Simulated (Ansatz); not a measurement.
Write an Ansatz input for a single-point calculation of Ga with PBE (scalar-relativistic), a cutoff of 420 eV (density cutoff 4 times that), a Γ-centred 8×8×8 mesh and Gaussian smearing of 0.05 eV, without spin polarisation. Forces, stress and eigenvalues are wanted. The structure:
```
CELL_PARAMETERS angstrom
-1.6983540875 1.6983540875 1.6983540875
1.6983540875 -1.6983540875 1.6983540875
1.6983540875 1.6983540875 -1.6983540875
ATOMIC_POSITIONS crystal
Ga 0.0000000000 0.0000000000 0.0000000000
```

```yaml
crystal:
  lattice:
    - [-1.6983540875, 1.6983540875, 1.6983540875]
    - [1.6983540875, -1.6983540875, 1.6983540875]
    - [1.6983540875, 1.6983540875, -1.6983540875]
  atoms:
    - { symbol: Ga, position: [0.0, 0.0, 0.0] }
basis:
  ecutwfc: 420
  ecutrho_ratio: 4
kpoints:
  mp_grid: { grid: [8, 8, 8] }
hamiltonian:
  xc: pbe
scf:
  occupations: { method: gaussian, width: 0.05 }
output:
  forces: true
  stress: true
  eigenvalues: true
```

Run as written, it has 13 valence electrons, 381 plane waves at Γ, 48 symmetry operations and 29 irreducible k-points; it took 6 SCF iterations in all. 

At room temperature and ambient pressure Ga takes another structure.
